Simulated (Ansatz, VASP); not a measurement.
## MoS2: VASP beside Ansatz

```
CELL_PARAMETERS angstrom
3.11996 0.00000 0.00000
-1.55998 2.70196 0.00000
0.00000 0.00000 30.04000
ATOMIC_POSITIONS crystal
S 0.66667 0.33333 0.23326
S 0.66667 0.33333 0.33665
Mo 0.33333 0.66667 0.28495
```

Alike in both runs: functional LDA; k mesh 12 × 12 × 1; occupations gaussian, width 0.03 eV; no spin polarisation.

Ansatz relaxed the structure, and its values are those at the end. VASP's run is a single point on that final structure, the one shown.

```csv
,VASP,Ansatz
version,VASP 6.6.1,Ansatz 0.2.0
potentials or method,"VASP PAW LDA potentials, release 64 (S, Mo_sv)","scalar-relativistic, plane waves, PAW"
plane-wave cutoff (eV),520,420
valence electrons in the cell,26,26
```

|  | VASP | Ansatz | Ansatz less VASP |
| --- | --- | --- | --- |
| gap on the k mesh at the Fermi level (eV) | 1.87 | 1.86 | -0.008 |
| least direct gap on the mesh (eV) | 1.87 | 1.86 | -0.008 |
| rms of the force components (eV/Å) | 0.007 | 0.001 | -0.0053 |

Ansatz warned: «slab_cell_height_set».
